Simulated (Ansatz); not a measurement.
# Al2O3 (Corundum) (R-3c) in Ansatz: a series of runs

The runs below take Al2O3 (Corundum) through relaxation of cell and atoms, single point, with RPBE+D3(BJ), BLYP+D4, PBE.

Everything below comes from runs of Ansatz 0.2.0. Logs are shortened: lines on timing, memory, paths and dates and some standing lists are left out, and cuts for length are marked.

## 1. The structure

The structure is trigonal, space group R-3c (No. 167). The conventional cell has a = 4.760 Å, b = 4.760 Å, c = 12.996 Å, α = 90.00°, β = 90.00°, γ = 120.00°. Al (site symmetry 3) is surrounded by 6 O at 1.85 to 1.97 Å. Around O (site symmetry 2) lie 4 Al at 1.85 to 1.97 Å.

## 2. Relaxation of cell and atoms, RPBE+D3(BJ)

The input, input.yaml:

```yaml
crystal:
  lattice:
    - [2.38025, 1.3742379782, 4.3318666667]
    - [-2.38025, 1.3742379782, 4.3318666667]
    - [0.0, -2.7484759565, 4.3318666667]
  atoms:
    - { symbol: Al, position: [0.85216, 0.85216, 0.85216] }
    - { symbol: Al, position: [0.64784, 0.64784, 0.64784] }
    - { symbol: Al, position: [0.14784, 0.14784, 0.14784] }
    - { symbol: Al, position: [0.35216, 0.35216, 0.35216] }
    - { symbol: O, position: [0.05668, 0.75, 0.44332] }
    - { symbol: O, position: [0.75, 0.44332, 0.05668] }
    - { symbol: O, position: [0.44332, 0.05668, 0.75] }
    - { symbol: O, position: [0.94332, 0.25, 0.55668] }
    - { symbol: O, position: [0.25, 0.55668, 0.94332] }
    - { symbol: O, position: [0.55668, 0.94332, 0.25] }
hamiltonian:
  xc: rpbe
  pseudopotentials: { kind: paw }
  dispersion: d3bj
kpoints:
  mp_grid: { grid: [7, 7, 7] }
scf:
  occupations: { method: fermi_dirac, width: 0.05 }
output:
  forces: true
  stress: true
relax:
  f_tol: 0.01
  max_steps: 40
  cell: { stress_tol: 0.05 }
```

Potentials or basis: Ansatz PAW.

Started as:

```sh
$ ansatz run input.yaml --threads 4 --pin off --max-ram 11264MiB --backend cpu --events-out ev --progress --plain --runs-dir out
```

What it wrote:

```text
Warning: RAYON_NUM_THREADS=4 ignored (pool sized by the plan → 4); use --threads N
Engine: ansatz 0.2.0, x86_64-unknown-linux-gnu
Pseudopotentials: kind: paw
Pseudopotential: Al, paw, valence charge 3, recommended cutoff 420 eV (normal), Al.paw.azcp
Pseudopotential: O, paw, valence charge 6, recommended cutoff 420 eV (normal), O.paw.azcp
Functional definition: RPBE
  parameter kappa = 0.804
  parameter beta = 0.06672455060314922
  exchange = rpbe_x(kappa = kappa, mu = beta*pi^2/3)
  correlation = pbe_c(beta = beta)
Crystal: 10 atoms, lattice volume = 85.018 Å³
Basis set: ecut = 420 eV, 1653 PW (Γ), exchange–correlation on 72×72×72 points (8 copies of the dense FFT grid, shifted against one another)
Bands: 34, of which v1, the nominal top of the filled ones, is band 24 counted from 1 (23 counted from 0)
Symmetry: 12 space group operations
Space group: R-3c (ITA 167), of the structure as read, at distance tolerance 4.4e-5 Å
k-points: 44 of 343
Non-local potential: Al, projectors of the file, l = 0: 2, l = 1: 2, l = 2: 1
Non-local potential: O, projectors of the file, l = 0: 2, l = 1: 2, l = 2: 1
PAW form: soft (Blöchl's): semilocal exchange-correlation on the pseudo side does not see the compensation charge
PAW frozen core: Al, regenerated for the run's functional, and the local potential with it (the file was generated under x = pbe(κ = 0.804, μ = 0.2195149727645171), c = pbe(β = 0.06672455060314922))
PAW frozen core: O, regenerated for the run's functional, and the local potential with it (the file was generated under x = pbe(κ = 0.804, μ = 0.2195149727645171), c = pbe(β = 0.06672455060314922))
PAW one-centre angular grid: Al, 110 points (default); XC on 64 Gauss nodes
PAW one-centre angular grid: O, 110 points (default); XC on 64 Gauss nodes
Initial density: superposition of atomic densities (neutral atoms: chi_scale 0, normalization atom), corrected by the library's trained network
Initial wavefunctions: pseudopotential atomic-orbital guess
Functional: x = rpbe, c = pbe(β = 0.06672455060314922)
SCF iter   1: F=—  HF=-5600.683361 eV  |F-HF|=—  |Δ(HF+E_count)|=         —  Δρ=3.56e-3  dr2=8.36e-3  ethr=1.77e-3  ⟨swp⟩=7.5  Hψ=7999  notcnv=0  defer=19
preconditioner: auto → Resta (q_TF=auto, 2.480 Å⁻¹)  ε∞=3.5  [insulator: Δε(μ)=6.329 eV  Ē_g=17.752 eV  σ=0.050 eV  W_gap=1.00  n_scr=20 (ndim 8)  ℏωp=27.9 eV  f_vac=0.000  D(μ)=0.00/eV (n_scr^D=0)  ε∞_Penn≈3.5]
SCF iter   2: F=—  HF=-5600.683278 eV  |F-HF|=—  |Δ(HF+E_count)|=   8.25e-5  Δρ=1.94e-3  dr2=1.33e-3  ethr=1.74e-5  ⟨swp⟩=2.0  Hψ=2894  notcnv=0  defer=97
SCF iter   3: F=—  HF=-5600.683932 eV  |F-HF|=—  |Δ(HF+E_count)|=   6.54e-4  Δρ=5.59e-4  dr2=2.00e-4  ethr=2.77e-6  ⟨swp⟩=2.9  Hψ=2418  notcnv=0  defer=97
SCF iter   4: F=—  HF=-5600.684037 eV  |F-HF|=—  |Δ(HF+E_count)|=   1.04e-4  Δρ=9.40e-5  dr2=4.39e-6  ethr=4.16e-7  ⟨swp⟩=2.2  Hψ=2208  notcnv=0  defer=97
SCF iter   5: F=—  HF=-5600.684095 eV  |F-HF|=—  |Δ(HF+E_count)|=   5.81e-5  Δρ=1.69e-5  dr2=2.53e-7  ethr=9.14e-9  ⟨swp⟩=2.0  Hψ=2385  notcnv=0  defer=97
SCF iter   6: F=-5600.684095 eV  HF=-5600.684095 eV  |F-HF|=2.60e-8  |Δ(HF+E_count)|=   5.50e-7  Δρ=4.55e-6  dr2=2.52e-8  ethr=2.08e-10  ⟨swp⟩=4.2  Hψ=4742  notcnv=0
SCF 1 converged in 6 iterations: F = -5600.684095 eV  dr2 = 2.52e-8
relax step   1: F+E_penalty+E_count = -5600.68409537 eV  Δ(F+E_penalty+E_count) = +0.000e0 eV  max|allowed force component| = 6.900e-2 eV/Å  Δτ_max = 0.0000 Å  P = -8.439 GPa  Ω = 85.018 Å³  (6 SCF iters, dr2 threshold 1.00e-7 eV, accepted)
Crystal: 10 atoms, lattice volume = 83.747 Å³
Basis set: ecut = 420 eV, 1593 PW (Γ), exchange–correlation on 72×72×72 points (8 copies of the dense FFT grid, shifted against one another)
Initial density: handed on by an earlier stage of this run
Initial wavefunctions: those handed on with the density
iter 1 solved again at ethr=1.56e-5 eV; its pass at ethr=3.10e-3 eV (dr2=7.49e-3 eV) is discarded
SCF iter   1: F=—  HF=-5600.745899 eV  |F-HF|=—  |Δ(HF+E_count)|=         —  Δρ=3.31e-3  dr2=7.75e-3  ethr=1.56e-5  ⟨swp⟩=2.0  Hψ=7085  notcnv=0
preconditioner: auto → Resta (q_TF=auto, 2.487 Å⁻¹)  ε∞=3.5  [insulator: Δε(μ)=6.470 eV  Ē_g=17.920 eV  σ=0.050 eV  W_gap=1.00  n_scr=20 (ndim 8)  ℏωp=28.1 eV  f_vac=0.000  D(μ)=0.00/eV (n_scr^D=0)  ε∞_Penn≈3.5]
SCF iter   2: F=—  HF=-5600.743674 eV  |F-HF|=—  |Δ(HF+E_count)|=   2.22e-3  Δρ=8.67e-4  dr2=5.12e-4  ethr=1.56e-5  ⟨swp⟩=2.0  Hψ=2313  notcnv=0
SCF iter   3: F=—  HF=-5600.743713 eV  |F-HF|=—  |Δ(HF+E_count)|=   3.83e-5  Δρ=4.48e-4  dr2=1.54e-4  ethr=1.07e-6  ⟨swp⟩=1.0  Hψ=1496  notcnv=0
SCF iter   4: F=—  HF=-5600.743769 eV  |F-HF|=—  |Δ(HF+E_count)|=   5.67e-5  Δρ=7.19e-5  dr2=4.38e-6  ethr=3.20e-7  ⟨swp⟩=2.9  Hψ=2906  notcnv=0
SCF iter   5: F=-5600.743776 eV  HF=-5600.743776 eV  |F-HF|=1.58e-7  |Δ(HF+E_count)|=   6.96e-6  Δρ=1.13e-5  dr2=9.17e-8  ethr=2.08e-9  ⟨swp⟩=4.0  Hψ=4809  notcnv=0
SCF 2 converged in 5 iterations: F = -5600.743776 eV  dr2 = 9.17e-8
relax step   2: F+E_penalty+E_count = -5600.74377644 eV  Δ(F+E_penalty+E_count) = -5.968e-2 eV  max|allowed force component| = 4.448e-2 eV/Å  Δτ_max = 0.0044 Å  P = -4.853 GPa  Ω = 83.747 Å³  energy of the carried Pulay correction = +6.236e-3 eV  (5 SCF iters, dr2 threshold 1.00e-6 eV, accepted)
Crystal: 10 atoms, lattice volume = 82.111 Å³
iter 1 solved again at ethr=2.67e-5 eV; its pass at ethr=3.10e-3 eV (dr2=1.28e-2 eV) is discarded
SCF iter   1: F=—  HF=-5600.779745 eV  |F-HF|=—  |Δ(HF+E_count)|=         —  Δρ=4.43e-3  dr2=1.32e-2  ethr=2.67e-5  ⟨swp⟩=1.9  Hψ=7202  notcnv=0
preconditioner: auto → Resta (q_TF=auto, 2.495 Å⁻¹)  ε∞=3.4  [insulator: Δε(μ)=6.732 eV  Ē_g=18.162 eV  σ=0.050 eV  W_gap=1.00  n_scr=20 (ndim 8)  ℏωp=28.4 eV  f_vac=0.000  D(μ)=0.00/eV (n_scr^D=0)  ε∞_Penn≈3.4]
SCF iter   2: F=—  HF=-5600.775739 eV  |F-HF|=—  |Δ(HF+E_count)|=   4.01e-3  Δρ=1.05e-3  dr2=6.47e-4  ethr=2.67e-5  ⟨swp⟩=2.0  Hψ=2556  notcnv=0
SCF iter   3: F=—  HF=-5600.775763 eV  |F-HF|=—  |Δ(HF+E_count)|=   2.44e-5  Δρ=5.54e-4  dr2=1.90e-4  ethr=1.35e-6  ⟨swp⟩=1.0  Hψ=1496  notcnv=0
SCF iter   4: F=—  HF=-5600.775842 eV  |F-HF|=—  |Δ(HF+E_count)|=   7.88e-5  Δρ=8.78e-5  dr2=5.99e-6  ethr=3.97e-7  ⟨swp⟩=3.0  Hψ=2904  notcnv=0
[... 8 lines left out ...]
SCF iter   2: F=—  HF=-5600.775723 eV  |F-HF|=—  |Δ(HF+E_count)|=   8.48e-6  Δρ=1.40e-4  dr2=1.13e-5  ethr=1.74e-7  ⟨swp⟩=2.4  Hψ=2373  notcnv=0
[... 25 lines left out ...]
Crystal: 10 atoms, lattice volume = 82.109 Å³
iter 1 solved again at ethr=8.29e-8 eV; its pass at ethr=3.10e-3 eV (dr2=3.98e-5 eV) is discarded
SCF iter   1: F=—  HF=-5600.764757 eV  |F-HF|=—  |Δ(HF+E_count)|=         —  Δρ=2.43e-4  dr2=4.06e-5  ethr=8.29e-8  ⟨swp⟩=3.0  Hψ=6297  notcnv=0
preconditioner: auto → Resta (q_TF=auto, 2.495 Å⁻¹)  ε∞=3.4  [insulator: Δε(μ)=6.703 eV  Ē_g=18.145 eV  σ=0.050 eV  W_gap=1.00  n_scr=20 (ndim 8)  ℏωp=28.4 eV  f_vac=0.000  D(μ)=0.00/eV (n_scr^D=0)  ε∞_Penn≈3.4]
SCF iter   2: F=—  HF=-5600.764779 eV  |F-HF|=—  |Δ(HF+E_count)|=   2.17e-5  Δρ=5.68e-5  dr2=2.13e-6  ethr=8.29e-8  ⟨swp⟩=2.0  Hψ=2280  notcnv=0
SCF iter   3: F=—  HF=-5600.764779 eV  |F-HF|=—  |Δ(HF+E_count)|=   8.28e-8  Δρ=3.02e-5  dr2=6.15e-7  ethr=4.90e-10  ⟨swp⟩=4.0  Hψ=4651  notcnv=0
SCF iter   4: F=-5600.764779 eV  HF=-5600.764779 eV  |F-HF|=2.49e-8  |Δ(HF+E_count)|=   2.20e-7  Δρ=4.68e-6  dr2=1.68e-8  ethr=4.90e-10  ⟨swp⟩=4.0  Hψ=4561  notcnv=0
SCF 7 converged in 4 iterations: F = -5600.764779 eV  dr2 = 1.68e-8
relax step   7: F+E_penalty+E_count = -5600.76477884 eV  Δ(F+E_penalty+E_count) = -5.437e-4 eV  max|allowed force component| = 7.090e-5 eV/Å  Δτ_max = 0.0002 Å  P = -0.003 GPa  Ω = 82.109 Å³  energy of the carried Pulay correction = +4.576e-4 eV  (4 SCF iters, dr2 threshold 2.35e-7 eV, accepted)
iter 1 solved again at ethr=2.75e-8 eV; its pass at ethr=3.10e-3 eV (dr2=1.32e-5 eV) is discarded
SCF iter   1: F=—  HF=-5600.764407 eV  |F-HF|=—  |Δ(HF+E_count)|=         —  Δρ=9.27e-6  dr2=2.47e-8  ethr=2.75e-8  ⟨swp⟩=3.4  Hψ=12417  notcnv=0
preconditioner: auto → Resta (q_TF=auto, 2.495 Å⁻¹)  ε∞=3.4  [insulator: Δε(μ)=6.702 eV  Ē_g=18.144 eV  σ=0.050 eV  W_gap=1.00  n_scr=20 (ndim 8)  ℏωp=28.4 eV  f_vac=0.000  D(μ)=0.00/eV (n_scr^D=0)  ε∞_Penn≈3.4]
SCF iter   2: F=—  HF=-5600.764442 eV  |F-HF|=—  |Δ(HF+E_count)|=   3.47e-5  Δρ=4.79e-6  dr2=1.06e-8  ethr=5.15e-11  ⟨swp⟩=2.0  Hψ=2552  notcnv=0
SCF iter   3: F=—  HF=-5600.764442 eV  |F-HF|=—  |Δ(HF+E_count)|=   1.91e-8  Δρ=2.02e-6  dr2=2.24e-9  ethr=2.21e-11  ⟨swp⟩=2.0  Hψ=2533  notcnv=0
SCF iter   4: F=—  HF=-5600.764442 eV  |F-HF|=—  |Δ(HF+E_count)|=   1.56e-9  Δρ=5.02e-7  dr2=1.78e-10  ethr=4.66e-12  ⟨swp⟩=2.1  Hψ=2297  notcnv=0
SCF iter   5: F=-5600.764442 eV  HF=-5600.764442 eV  |F-HF|=3.64e-12  |Δ(HF+E_count)|=  2.38e-10  Δρ=9.10e-8  dr2=3.90e-12  ethr=1.00e-12  ⟨swp⟩=4.0  Hψ=4697  notcnv=0
SCF 8 converged in 5 iterations: F = -5600.764442 eV  dr2 = 3.90e-12
relax step   8: F+E_penalty+E_count = -5600.76444188 eV  Δ(F+E_penalty+E_count) = +3.370e-4 eV  max|allowed force component| = 1.266e-4 eV/Å  Δτ_max = 0.0000 Å  P = -0.009 GPa  Ω = 82.109 Å³  stress off target by 9.24e-3 GPa  SCF on the basis re-selected at this cell (its energy is not comparable with the rows above)  (5 SCF iters)
basis re-selected at this cell: Δ(F+E_penalty+E_count) = +3.370e-4 eV, ΔP = -0.006 GPa vs the last step (what re-selecting the basis moved, of the pressure what is left beyond the Pulay correction that the steps carried, after the strain that the cell walked since its last selection, with what the two solves' SCF thresholds leave and, on support functions, any second-order correction that the steps lacked; it is no measure of the basis error at this ecutwfc). This SCF's stress stands 9.24e-3 GPa from its target on what of the cell is left free (relax.cell.stress_tol is 5.00e-2 GPa) and its largest allowed force component is 1.27e-4 eV/Å (relax.f_tol is 1.00e-2 eV/Å): within both
SCF converged after 5 iterations
Free energy (F): -5600.764442 eV
Harris-Foulkes:  -5600.764442 eV  (|F-HF|=3.64e-12)
Internal energy: -5600.764442 eV  (E = F + TS)
E sigma→0 (E₀):  -5600.764442 eV
Fermi energy:    11.800327 eV
--- Per-component energies (eV) ---
  E_band       = 90.360896
  E_kinetic    = 1195.574860
  E_local      = -1943.799304  (includes V_loc(G=0)·N_el)
  E_nonlocal   = 319.508229
  E_hartree    = 725.703380
  E_xc         = -618.730269
  E_vxc        = -701.384362  (∫ρ·V_xc dr)
  E_paw        = -2842.611279  (= ΣΔE_a)
  E_vpaw       = -230.960396  (= ΣTr[D̂ρ^β])
  E_aug_tail   = 0.015165  (compensation charges beyond the density's cutoff)
  E_ewald      = -2426.196716
  E_disp       = -10.034056  (pairwise vdW)
  E_core_change = -0.194453  (= ΣΔE_core)
  E_smearing   = -0.000000  (= −TS)
  E_closure    = -0.000000  (closes the sum)
  Σ components = -5600.764442   (vs F -5600.764442, Δ=0.00e0)
--- Forces (eV/Å), atoms counted from 1 ---
  atom   1  Al    -0.00000000    -0.00000000     0.00012663
  atom   2  Al    -0.00000000     0.00000000    -0.00012663
  atom   3  Al     0.00000000     0.00000000    -0.00012663
  atom   4  Al     0.00000000    -0.00000000     0.00012663
  atom   5  O      0.00004107     0.00007114     0.00000000
  atom   6  O      0.00004107    -0.00007114    -0.00000000
  atom   7  O     -0.00008214    -0.00000000    -0.00000000
  atom   8  O     -0.00004107    -0.00007114    -0.00000000
  atom   9  O     -0.00004107     0.00007114     0.00000000
  atom  10  O      0.00008214     0.00000000     0.00000000
  max |Σ_I F_I| component: 8.68e-18 eV/Å
--- Stress (GPa, compression-positive) ---
       -0.009240       0.000000      -0.000000
        0.000000      -0.009240      -0.000000
       -0.000000      -0.000000      -0.007441
  P = ⅓ Tr σ = -0.0086 GPa (-0.086 kbar)
--- Relaxed structure (6 steps of the walk, 6 accepted, 2 SCFs on fresh bases) ---
  F+E_penalty+E_count = -5600.76444188 eV   max|allowed force component| = 1.266e-4 eV/Å   (the final SCF, on the basis selected at the relaxed cell)
  cell:  # Å, volume = 82.1090 Å³
    - [2.3566233429757513, 1.3605971214291848, 4.267955527864895]
    - [-2.3566233429757513, 1.3605971214291848, 4.267955527864895]
    - [8.014465448453833e-36, -2.7211942429076323, 4.26795552784919]
  atoms:
    - { symbol: Al, position: [0.8526105648102609, 0.8526105648102609, 0.8526105648102608] }
    - { symbol: Al, position: [0.6473894351897389, 0.6473894351897389, 0.6473894351897388] }
    - { symbol: Al, position: [0.14738943518973888, 0.14738943518973888, 0.14738943518973885] }
    - { symbol: Al, position: [0.3526105648102611, 0.3526105648102611, 0.3526105648102611] }
    - { symbol: O, position: [0.05669237412536343, 0.7499999999999999, 0.4433076258746363] }
    - { symbol: O, position: [0.7499999999999998, 0.4433076258746364, 0.05669237412536343] }
    - { symbol: O, position: [0.4433076258746363, 0.05669237412536343, 0.7499999999999998] }
    - { symbol: O, position: [0.9433076258746365, 0.24999999999999994, 0.5566923741253632] }
    - { symbol: O, position: [0.25, 0.5566923741253634, 0.9433076258746362] }
    - { symbol: O, position: [0.5566923741253633, 0.9433076258746362, 0.2499999999999999] }
```

Wall time 17 s (4 threads of Intel Xeon at 2.70GHz, shared host); peak memory 0.48 GiB.

Results:

```
Free energy                            : -5600.7644 eV
Relaxed volume                         : 8.21 Å³/atom
Relaxed cell                           : a = 5.062 Å, b = 5.062 Å, c = 5.062 Å, α = 55.50°, β = 55.50°, γ = 55.50°
Space group after relaxing (to 0.05 Å) : R-3c (No. 167)
Energy gained by relaxing              : 8.0 meV/atom
Ionic steps                            : 8
Pressure after relaxing                : 0.0 GPa
Band gap on the k mesh                 : 6.70 eV
```

The path:
```
step  energy change (eV)  largest force (eV/Å)  volume (Å³)
   1              0.0000                0.0690        85.02
   2             -0.0597                0.0445        83.75
   3             -0.0918                0.0308        82.11
   4             -0.0916                0.0062        82.20
   5             -0.0916                0.0041        82.20
   6             -0.0801                0.0037        82.20
   7             -0.0807                0.0001        82.11
   8             -0.0803                0.0001        82.11
```

Final structure:
```
CELL_PARAMETERS angstrom
2.35662 1.36060 4.26796
-2.35662 1.36060 4.26796
0.00000 -2.72119 4.26796
ATOMIC_POSITIONS crystal
Al 0.85261 0.85261 0.85261
Al 0.64739 0.64739 0.64739
Al 0.14739 0.14739 0.14739
Al 0.35261 0.35261 0.35261
O 0.05669 0.75000 0.44331
O 0.75000 0.44331 0.05669
O 0.44331 0.05669 0.75000
O 0.94331 0.25000 0.55669
O 0.25000 0.55669 0.94331
O 0.55669 0.94331 0.25000
```

Caveat: odd divisions of the mesh miss points on the zone boundary, where band edges often lie, so the gap on the mesh can be too wide; the plane-wave basis is chosen anew once the cell has moved, so the energies of steps on either side of that aren't comparable; the pressure holds a Pulay correction of +0.8 GPa for the finite cutoff; the PAW data sets come from PBE, with cores solved anew for the run's functional, which leaves a small shift of forces and pressure. A k mesh can miss the band edges.

(Part 1 of 2 ends here.)
